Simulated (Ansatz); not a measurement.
La2O3, 5 atoms in the cell. It takes space group P-62m (No. 189, hexagonal). Conventional cell: a = 6.267 Å, b = 6.267 Å, c = 3.300 Å, α = 90.00°, β = 90.00°, γ = 120.00°. La (site symmetry -6) has 6 O at 2.45 Å as nearest neighbours. Around O (site symmetry m2m) lie 4 La at 2.45 Å. The cell comes from a database or a generator and needn't be the stable form of this composition.

* Program: Ansatz 0.2.0
* Task: relaxation of cell and atoms
* Functional: LDA
* Potentials or basis: Ansatz PAW
* Cutoff: 420 eV (not typed: the program's choice for these potentials)
* k mesh: 5 × 5 × 8
* Occupations: fermi-dirac, width 0.05 eV
* Spin: no spin polarisation

Potentials or basis: Ansatz PAW.

Launch:

```bash
$ ansatz run input.yaml --threads 2 --pin off --max-ram 5632MiB --backend cpu --events-out ev --progress --plain --runs-dir out
```

Hardware: 2 threads of Intel(R) Xeon(R) Processor @ 2.70GHz, on a shared host.

Task: Estimate the wall time of this run.

Result: It took 43 s on 2 threads of Intel(R) Xeon(R) Processor @ 2.70GHz, on a shared host, peak memory 0.41 GiB. Counts: scf iterations 54, plane waves 2123, k points 25, bands 25, ion steps 8.
